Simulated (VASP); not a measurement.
# Ba (I4/mmm) in VASP: further runs

One crystal, Ba, is run at these levels: PBE; tasks: single point.

Everything below comes from runs of VASP 6.6.1. Logs are shortened: lines on timing, memory, paths and dates and some standing lists are left out, and cuts for length are marked.

## (1) The cell of the first run

It takes space group I4/mmm (No. 139, tetragonal). The conventional cell has a = 4.750 Å, b = 4.750 Å, c = 4.875 Å, α = 90.00°, β = 90.00°, γ = 90.00°. Ba (site symmetry 4/mmm) has 8 Ba at 4.15 Å as nearest neighbours.

## (2) Single point, PBE (strain -0.050 along x and y, -0.025 along z, atoms carried along)

INCAR reads:

```
SYSTEM = Ba
PREC     = Accurate       ! precision mode
ENCUT    = 520            ! plane-wave cutoff, eV
EDIFF    = 1E-6           ! SCF threshold, eV
ISMEAR   = 0              ! smearing method
SIGMA    = 0.15           ! smearing width, eV
LREAL    = .False.        ! projectors in reciprocal space
LASPH    = .True.         ! aspherical terms in the spheres
NELM     = 100            ! most SCF steps
ALGO     = Fast           ! electronic algorithm
ISIF     = 2              ! what is computed and relaxed
LWAVE    = .False.        ! write WAVECAR
LCHARG   = .True.         ! write CHGCAR
GGA      = PE             ! functional
LELF     = .True.         ! ELF
LVHAR    = .True.       
NBANDS   = 11             ! bands
```

KPOINTS reads:

```
Automatic mesh
0
Gamma
  14 14 14
  0 0 0
```

POSCAR reads:

```
Ba
1.0
   -2.3750000000      2.3750000000      2.4375000000
    2.3750000000     -2.3750000000      2.4375000000
    2.3750000000      2.3750000000     -2.4375000000
Ba
1
Direct
    0.0000000000      0.0000000000      0.0000000000
```

Potentials or basis: VASP PAW PBE potentials, release 64 (Ba_sv).

Started as:

```
$ cat potpaw_PBE.64/Ba_sv/POTCAR > POTCAR
$ mpirun -np 1 vasp_std > vasp.out
```

OUTCAR:

```text
SYSTEM = Ba
   PREC = Accurate
   ENCUT = 520
   EDIFF = 1E-6
   ISMEAR = 0
   LREAL = .False.
   LASPH = .True.
   NELM = 100
   ISIF = 2
   GGA = PE

 ion  position               nearest neighbor table
   1  0.000  0.000  0.000-

  LATTYP: Found a body centered tetragonal cell.
 ALAT       =     4.7500000000
 C/A-ratio  =     1.0263157895

  Lattice vectors:

 A1 = (  -2.3750000000,   2.3750000000,   2.4375000000)
 A2 = (   2.3750000000,  -2.3750000000,   2.4375000000)
 A3 = (   2.3750000000,   2.3750000000,  -2.4375000000)

Analysis of symmetry for initial positions (statically):
=====================================================================
 Subroutine PRICEL returns:
 Original cell was already a primitive cell.

 Routine SETGRP: Setting up the symmetry group for a
 body centered tetragonal supercell.

 Subroutine GETGRP returns: Found 16 space group operations
 (whereof 16 operations were pure point group operations)
 out of a pool of 16 trial point group operations.

The static configuration has the point symmetry D_4h.

Analysis of symmetry for dynamics (positions and initial velocities):
=====================================================================
 Subroutine PRICEL returns:
 Original cell was already a primitive cell.

 Routine SETGRP: Setting up the symmetry group for a
 body centered tetragonal supercell.

 Subroutine GETGRP returns: Found 16 space group operations
 (whereof 16 operations were pure point group operations)
 out of a pool of 16 trial point group operations.

The dynamic configuration has the point symmetry D_4h.

 Subroutine INISYM returns: Found 16 space group operations
 (whereof 16 operations are pure point group operations),
 and found     1 'primitive' translations

----------------------------------------------------------------------------------------

                                     Primitive cell

  volume of cell :      54.9961

  direct lattice vectors                    reciprocal lattice vectors
    -2.375000000  2.375000000  2.437500000     0.000000000  0.210526316  0.205128205
     2.375000000 -2.375000000  2.437500000     0.210526316  0.000000000  0.205128205
     2.375000000  2.375000000 -2.437500000     0.210526316  0.210526316  0.000000000

  length of vectors
     4.150018825  4.150018825  4.150018825     0.293936915  0.293936915  0.297729171

  position of ions in fractional coordinates (direct lattice)
     0.000000000  0.000000000  0.000000000

  ion indices of the primitive-cell ions
   primitive index   ion index
                 1           1

----------------------------------------------------------------------------------------

 KPOINTS: Automatic mesh

Automatic generation of k-mesh.
 Grid dimensions read from file:
 generate k-points for:   14   14   14

 Generating k-lattice:

  Cartesian coordinates                     Fractional coordinates (reciprocal lattice)
     0.000000000  0.015037594  0.014652015     0.071428571  0.000000000  0.000000000
     0.015037594  0.000000000  0.014652015     0.000000000  0.071428571  0.000000000
     0.015037594  0.015037594  0.000000000     0.000000000  0.000000000  0.071428571

  Length of vectors
     0.020995494  0.020995494  0.021266369

  Shift w.r.t. Gamma in fractional coordinates (k-lattice)
     0.000000000  0.000000000  0.000000000

 Subroutine IBZKPT returns following result:
 ===========================================

 Found    244 irreducible k-points:

 Following reciprocal coordinates:
            Coordinates               Weight
  0.000000  0.000000  0.000000      1.000000
  0.071429  0.000000 -0.000000      8.000000
  0.142857  0.000000 -0.000000      8.000000
  0.214286 -0.000000  0.000000      8.000000
  0.285714  0.000000 -0.000000      8.000000
  0.357143 -0.000000  0.000000      8.000000
[... 16 lines left out ...]
  0.214286  0.142857  0.000000     16.000000
  0.285714  0.142857 -0.000000     16.000000
 [... further k-points ...]
   k-points           NKPTS =    244   k-points in BZ     NKDIM =    244   number of bands    NBANDS=     11
   number of dos      NEDOS =    301   number of ions     NIONS =      1
   total plane-waves  NPLWV =  32768
   dimension x,y,z NGX =    32 NGY =   32 NGZ =   32
   dimension x,y,z NGXF=    64 NGYF=   64 NGZF=   64
   ions per type =               1
   NGX,Y,Z   is equivalent  to a cutoff of  12.82, 12.82, 12.82 a.u.
   NGXF,Y,Z  is equivalent  to a cutoff of  25.64, 25.64, 25.64 a.u.
 SYSTEM =  Ba
   PREC   = accura    normal or accurate (medium, high low for compatibility)
   ISTART =      0    job   : 0-new  1-cont  2-samecut
   ICHARG =      2    charge: 1-file 2-atom 10-const
   ISPIN  =      1    spin polarized calculation?
   LNONCOLLINEAR =      F non collinear calculations
   LSORBIT =      F    spin-orbit coupling
   LASPH  =      T    aspherical Exc in radial PAW
   ENCUT  =  520.0 eV  38.22 Ry    6.18 a.u.   7.72  7.72  7.72*2*pi/ulx,y,z
   NELM   =    100;   NELMIN=  2; NELMDL= -5     # of ELM steps
   EDIFF  = 0.1E-05   stopping-criterion for ELM
   LREAL  =      F    real-space projection
   EDIFFG = 0.1E-04   stopping-criterion for IOM
   NSW    =      0    number of steps for IOM
   IBRION =     -1    ionic relax: 0-MD 1-quasi-New 2-CG
   NFREE  =      0    steps in history (QN), initial steepest desc. (CG)
   ISIF   =      2    stress and relaxation
   ISYM   =      2    0-nonsym 1-usesym 2-fastsym
   POTIM  = 0.5000    time-step for ionic-motion
   TEBEG  =    0.0;   TEEND  =   0.0 temperature during run
   PSTRESS=    0.0 pullay stress
   NELECT =      10.0000    total number of electrons
   NUPDOWN=      -1.0000    fix difference up-down
   EMIN   =  10.00;   EMAX   =-10.00  energy-range for DOS
   EFERMI =   0.00;   METHOD = LEGACY
   ISMEAR =     0;   SIGMA  =   0.15  broadening in eV -4-tet -1-fermi 0-gaus
   EFERMI_NEDOS =   21; number of points for ismear=-14 and -15
   IALGO  =     68    algorithm
   IMIX   =      4    mixing-type and parameters
     AMIX     =   0.40;   BMIX     =  1.00
     AMIX_MAG =   1.60;   BMIX_MAG =  1.00
  volume/ion in A,a.u.               =      55.00       371.13
  Fermi-wavevector in a.u.,A,eV,Ry     =   0.927465  1.752655 11.703615  0.860191
  Thomas-Fermi vector in A             =   2.053538
   LORBIT       =      0    0 simple, 1 ext, 2 COOP (PROOUT), +10 PAW based schemes
   GGA     = PE    functional components
   LHFCALC =     F    Hartree Fock is set to
   AEXX    =    0.0000 exact exchange contribution
   IVDW    =     0    specifies the selected vdW correction
   LEPSILON=     F    determine dielectric tensor
   LRPA    =     F    only Hartree local field effects (RPA)
 non-spin polarized calculation
 RMM-DIIS sequential band-by-band and
 Gauss-broadening in eV      SIGMA  =   0.15
  energy-cutoff  :      520.00
  volume of cell :       55.00
 maximum number of plane-waves:      1497
   NGX = 15   NGY = 15   NGZ = 15

 number of electron      10.0000000 magnetization

 Free energy of the ion-electron system (eV)
  ---------------------------------------------------
  ext. energy  EPLUGINS =         0.00000000
  ---------------------------------------------------
  free energy    TOTEN  =        -1.87528419 eV

  energy without entropy =       -1.86197836  energy(sigma->0) =       -1.86863127

 E-fermi :   2.1161     XC(G=0):  -7.8562

 val. band max:        2.1111724049   @ k =   0.3571   0.3571   0.0000
 cond. band min:       2.1222439861   @ k =   0.5000   0.5000   0.2857
 fundamental gap:      0.0110715812
 Fermi energy:         2.1160543851

 k-point     1 :       0.0000    0.0000    0.0000
  band No.  band energies     occupation
      1     -26.5487      2.00000
      2     -11.4000      2.00000
      3     -11.3992      2.00000
      4     -11.3992      2.00000
      5      -0.6734      2.00000
      6       4.0492      0.00000
      7       4.0492      0.00000
      8       4.2259      0.00000
      9       5.5627      0.00000
     10       5.8257      0.00000
     11       9.3172      0.00000

 k-point     2 :       0.0714    0.0000   -0.0000
  band No.  band energies     occupation
      1     -26.5449      2.00000
      2     -11.4382      2.00000
      3     -11.4103      2.00000
      4     -11.3998      2.00000
      5      -0.5607      2.00000
      6       4.0073      0.00000
      7       4.0169      0.00000
      8       4.2799      0.00000
      9       5.4304      0.00000
     10       5.7787      0.00000
     11       9.5272      0.00000

 k-point     3 :       0.1429    0.0000   -0.0000
  band No.  band energies     occupation
      1     -26.5343      2.00000
      2     -11.5440      2.00000
      3     -11.4411      2.00000
      4     -11.4003      2.00000
      5      -0.2437      2.00000
      6       3.8076      0.00000
      7       3.8226      0.00000
      8       4.5934      0.00000
      9       5.2456      0.00000
     10       5.7331      0.00000
     11       9.8799      0.00000

 k-point     4 :       0.2143   -0.0000    0.0000
  band No.  band energies     occupation
      1     -26.5189      2.00000
      2     -11.6910      2.00000
      3     -11.4851      2.00000
      4     -11.4010      2.00000
      5       0.2126      2.00000
      6       3.5059      0.00000
      7       3.5240      0.00000
      8       5.1353      0.00000
      9       5.2777      0.00000
     10       5.7419      0.00000
     11      10.0639      0.00000

 k-point     5 :       0.2857    0.0000   -0.0000
  band No.  band energies     occupation
      1     -26.5016      2.00000
      2     -11.8472      2.00000
      3     -11.5330      2.00000
      4     -11.4018      2.00000
      5       0.6858      2.00000
      6       3.2515      0.00000
      7       3.2751      0.00000
      8       5.4560      0.00000
      9       5.8358      0.00000
     10       5.8652      0.00000
     11       9.6654      0.00000
[... 211 lines left out ...]
 k-point    21 :      -0.0714    0.0714    0.0000
  band No.  band energies     occupation
      1     -26.5448      2.00000
      2     -11.4377      2.00000
      3     -11.4119      2.00000
      4     -11.4001      2.00000
      5      -0.5577      2.00000
      6       3.9482      0.00000
      7       4.1654      0.00000
      8       4.1698      0.00000
      9       5.5608      0.00000
     10       5.6535      0.00000
     11       9.5454      0.00000

 k-point    22 :       0.1429    0.1429   -0.0000
  band No.  band energies     occupation
      1     -26.5110      2.00000
      2     -11.7475      2.00000
      3     -11.4976      2.00000
      4     -11.4287      2.00000
      5       0.4730      2.00000
      6       3.2724      0.00000
      7       3.4554      0.00000
      8       5.0596      0.00000
      9       5.5365      0.00000
     10       6.0276      0.00000
     11      10.4541      0.00000

 k-point    23 :       0.2143    0.1429    0.0000
  band No.  band energies     occupation
      1     -26.4954      2.00000
      2     -11.8660      2.00000
      3     -11.5549      2.00000
      4     -11.4377      2.00000
      5       0.9541      2.00000
      6       3.0022      0.00000
      7       3.2648      0.00000
      8       5.1984      0.00000
      9       6.1022      0.00000
     10       6.3027      0.00000
     11       9.7275      0.00000

 k-point    24 :       0.2857    0.1429   -0.0000
  band No.  band energies     occupation
      1     -26.4812      2.00000
      2     -11.9671      2.00000
      3     -11.6120      2.00000
      4     -11.4429      2.00000
      5       1.3176      2.00000
      6       2.9061      0.00000
      7       3.1714      0.00000
      8       5.4207      0.00000
      9       6.1486      0.00000
     10       7.1170      0.00000
     11       9.2799      0.00000

 [... further k-points ...]
[... 5 lines left out ...]
  --------------------------------------------------------------------------------------
  -------------------------------------------------------------------------------------
  Total        0.5641914      0.5641914      0.5097626      0.0000000      0.0000000      0.0000000
  in kB       16.4363431     16.4363431     14.8506932      0.0000000      0.0000000      0.0000000
  external PRESSURE =      15.9077932 kB  Pullay stress =       0.0000000 kB

 VOLUME and BASIS-vectors are now :
 -----------------------------------------------------------------------------
  energy-cutoff  :      520.00
  volume of cell :       55.00
      direct lattice vectors                 reciprocal lattice vectors
    -2.375000000  2.375000000  2.437500000     0.000000000  0.210526316  0.205128205
     2.375000000 -2.375000000  2.437500000     0.210526316  0.000000000  0.205128205
     2.375000000  2.375000000 -2.437500000     0.210526316  0.210526316  0.000000000

 POSITION                                       TOTAL-FORCE (eV/Angst)
 -----------------------------------------------------------------------------------
      0.00000      0.00000      0.00000        -0.000000     -0.000000      0.000000
 -----------------------------------------------------------------------------------
    total drift:                               -0.000000      0.000000      0.000000

  FREE ENERGIE OF THE ION-ELECTRON SYSTEM (eV)
  ---------------------------------------------------
  free  energy   TOTEN  =        -1.8752841902 eV

  energy  without entropy=       -1.8619783584  energy(sigma->0) =       -1.86863127
```

It took 1.8 min on 1 thread of Intel Xeon Platinum 8488C (Sapphire Rapids), shared host; peak memory 0.28 GiB.

Results:

| Quantity | Value |
| --- | --- |
| Free energy | -1.8753 eV |
| Pressure | 1.6 GPa |
| Band gap on the k mesh | none (metal or under the smearing width) |

Stress tensor (GPa, compression positive):
```
1.64 0.00 0.00
0.00 1.64 0.00
0.00 0.00 1.49
```

Levels at points of the mesh, in eV from the Fermi level:
```
           k point  band 3  band 4  band 5  band 6  band 7  band 8
(0.00, 0.00, 0.00)  -13.52  -13.52   -2.79    1.93    1.93    2.11
(0.50, 0.00, 0.00)  -13.73  -13.52   -0.98    0.73    1.70    3.51
(0.50, 0.50, 0.00)  -13.75  -13.53   -0.98    0.55    1.79    3.78
(0.50, 0.50, 0.50)  -13.98  -13.98   -0.77   -0.72    4.89    5.19
```

Spin-orbit coupling is left out, which matters for the levels of Ba.

## (3) Single point, PBE (strain +0.000 along x and y, -0.025 along z, atoms carried along)

INCAR reads:

```
PREC     = Accurate       # precision mode
ENCUT    = 520            # plane-wave cutoff, eV
EDIFF    = 1E-7           # SCF threshold, eV
ISMEAR   = 0              # smearing method
SIGMA    = 0.15           # smearing width, eV
LREAL    = False          # projectors in reciprocal space
LASPH    = True           # aspherical terms in the spheres
NELM     = 60             # most SCF steps
ALGO     = Fast           # electronic algorithm
ISIF     = 2              # what is computed and relaxed
LWAVE    = False          # write WAVECAR
LCHARG   = False          # write CHGCAR
GGA      = PE             # functional
NBANDS   = 11             # bands
```

KPOINTS reads:

```
regular mesh
0
Gamma
  14 14 14
```

POSCAR reads:

```
Ba
1.0
   -2.5000000000      2.5000000000      2.4375000000
    2.5000000000     -2.5000000000      2.4375000000
    2.5000000000      2.5000000000     -2.4375000000
Ba
1
Direct
    0.0000000000      0.0000000000      0.0000000000
```

Potentials or basis: VASP PAW PBE potentials, release 64 (Ba_sv).

Started as:

```
$ cat potpaw_PBE.64/Ba_sv/POTCAR > POTCAR
$ mpirun -np 1 vasp_std > vasp.out
```

OUTCAR:

```text
PREC = Accurate
   ENCUT = 520
   EDIFF = 1E-7
   ISMEAR = 0
   LREAL = False
   LASPH = True
   NELM = 60
   ISIF = 2
   GGA = PE

 ion  position               nearest neighbor table
   1  0.000  0.000  0.000-

  LATTYP: Found a body centered tetragonal cell.
 ALAT       =     5.0000000000
 C/A-ratio  =     0.9750000000

  Lattice vectors:

 A1 = (  -2.5000000000,   2.5000000000,   2.4375000000)
 A2 = (   2.5000000000,  -2.5000000000,   2.4375000000)
 A3 = (   2.5000000000,   2.5000000000,  -2.4375000000)
[... 518 lines left out ...]
     11       8.4707      0.00000

 [... further k-points ...]

------------------------ aborting loop because EDIFF is reached ----------------------------------------

  FORCE on cell =-STRESS in cart. coord.  units (eV):
  Direction    XX          YY          ZZ          XY          YZ          ZX
  --------------------------------------------------------------------------------------
  -------------------------------------------------------------------------------------
  Total        0.1377826      0.1377826      0.1912915      0.0000000      0.0000000      0.0000000
  in kB        3.6226000      3.6226000      5.0294631      0.0000000      0.0000000      0.0000000
  external PRESSURE =       4.0915544 kB  Pullay stress =       0.0000000 kB

 VOLUME and BASIS-vectors are now :
 -----------------------------------------------------------------------------
  energy-cutoff  :      520.00
  volume of cell :       60.94
      direct lattice vectors                 reciprocal lattice vectors
    -2.500000000  2.500000000  2.437500000     0.000000000  0.200000000  0.205128205
     2.500000000 -2.500000000  2.437500000     0.200000000  0.000000000  0.205128205
     2.500000000  2.500000000 -2.437500000     0.200000000  0.200000000  0.000000000

 POSITION                                       TOTAL-FORCE (eV/Angst)
 -----------------------------------------------------------------------------------
      0.00000      0.00000      0.00000         0.000000     -0.000000      0.000000
 -----------------------------------------------------------------------------------
    total drift:                                0.000000      0.000000     -0.000000

  FREE ENERGIE OF THE ION-ELECTRON SYSTEM (eV)
  ---------------------------------------------------
  free  energy   TOTEN  =        -1.9110839736 eV

  energy  without entropy=       -1.8974711878  energy(sigma->0) =       -1.90427758
```

It took 2 min on 1 thread of Intel Xeon Platinum 8488C (Sapphire Rapids), shared host; peak memory 0.3 GiB.

What came out:

```
Free energy            : -1.9111 eV
Pressure               : 0.4 GPa
Band gap on the k mesh : none (metal or under the smearing width)
```

Levels at points of the mesh, in eV from the Fermi level:
```tsv
k point	band 3	band 4	band 5	band 6	band 7	band 8
(0.00, 0.00, 0.00)	-13.75	-13.75	-2.76	1.77	1.93	1.93
(0.50, 0.00, 0.00)	-13.92	-13.76	-0.90	0.64	1.39	3.35
(0.50, 0.50, 0.00)	-13.91	-13.75	-0.92	0.80	1.30	3.16
(0.50, 0.50, 0.50)	-14.12	-14.09	-0.61	-0.57	4.44	4.44
```
